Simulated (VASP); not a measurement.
Runs of VASP 6.6.1 on Au. The cell holds a slab with vacuum, 6 atoms: a = 2.823 Å, b = 2.920 Å, c = 27.233 Å, α = 90.00°, β = 90.00°, γ = 118.91°. 

| level | potentials or basis | gap on the mesh (eV) | largest force (eV/Å) | work function (eV) |
| --- | --- | --- | --- | --- |
| LDA | VASP PAW LDA potentials, release 64 (Au) | none | 0.29 | 5.66 |
| PBE | VASP PAW PBE potentials, release 64 (Au) | none | 0.23 | (a) |
| PBEsol | VASP PAW PBE potentials, release 64 (Au) | none | 0.18 | 5.39 |
| BLYP | VASP PAW PBE potentials, release 64 (Au) | none | 0.74 | (c) |
| RPBE | VASP PAW PBE potentials, release 64 (Au) | none | 0.41 | 5.07 |
| revPBE | VASP PAW PBE potentials, release 64 (Au) | none | (b) | 5.09 |
| PW91 | VASP PAW PBE potentials, release 64 (Au) | none | 0.28 | 5.31 |

Alike in all rows: task work function; no spin polarisation; cell as given; k mesh 8 × 8 × 1; cutoff (eV) 520; smearing fermi-dirac 0.05 eV.

Estimate the missing entries.

(a) 5.25; (b) 0.36; (c) 5.00.

Caveats: the PAW data sets were made with another functional, which shifts forces and pressure a little (some runs).

A k mesh can miss the band edges, and the runs leave out spin-orbit coupling on Au.

A gap of «none» marks a metal or a gap under the smearing width.
